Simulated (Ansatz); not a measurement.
The system is Eu2O3.

```
Eu O
1.0
     3.78830    0.00000    0.00000
    -1.89415    3.28076    0.00000
     0.00000    0.00000    5.82084
Eu O
2 3
Direct
  0.33333 0.66667 0.24244
  0.66667 0.33333 0.75756
  0.33333 0.66667 0.65110
  0.66667 0.33333 0.34890
  0.00000 0.00000 0.00000
```

Measurements of this composition are mostly on another form, of space group No. 206.

```yaml
Program: Ansatz 0.2.0
Task: single point
Functional: PBEsol
Potentials_or_basis: Ansatz PAW
Cutoff: "420 eV (not typed: the program's choice for these potentials)"
k_mesh: 8 × 8 × 5
Occupations: fermi-dirac, width 0.05 eV
Spin: collinear spin, ferromagnetic start
Starting_moments: "[7.0, 7.0, 0.0, 0.0, 0.0] μB"
```

On this cell: pressure -4.7 GPa; largest force 0.267 eV/Å; net moment 12.00 μB per cell; site moments Eu +5.98; O -0.15, -0.20 μB; band gap on the k mesh none (metal or under the smearing width).

The same run follows on a disturbed copy (atoms moved at random, drawn with an rms of 0.05 Å):

```
Eu O
1.0
     3.78830    0.00000    0.00000
    -1.89415    3.28076    0.00000
     0.00000    0.00000    5.82084
Eu O
2 3
Cartesian
  -0.0002 2.1464 1.4224
  1.8844 1.0794 4.4191
  -0.0095 2.2259 3.7333
  1.9020 1.0558 2.0842
  -0.0497 0.0509 0.0347
```

Question: What does the disturbed cell give?

Answer: The energy (extrapolated to zero smearing) moves by +10.2 meV/atom; pressure -4.7 GPa; largest force 0.729 eV/Å; net moment 12.00 μB per cell; site moments Eu +5.97, +5.98; O -0.15, -0.16, -0.19 μB; band gap on the k mesh none (metal or under the smearing width).

Forces in eV/Å, atoms in the order of the input:
```
Eu   0.019  0.132  0.409
Eu   0.011  0.241 -0.487
O   -0.015 -0.426  0.591
O   -0.142  0.206 -0.343
O    0.126 -0.153 -0.171
```

Stress tensor (GPa, compression positive):
```
-6.31  0.05 -0.02
 0.05 -5.20  0.15
-0.02  0.15 -2.50
```

Caveats: spin-orbit coupling is left out, which moves the levels of the heavy elements; without U or exact exchange the open f shell lies at the Fermi level, which spoils levels, moments and volumes; the PAW data sets come from PBE, with cores solved anew for the run's functional, which leaves a small shift of forces and pressure.
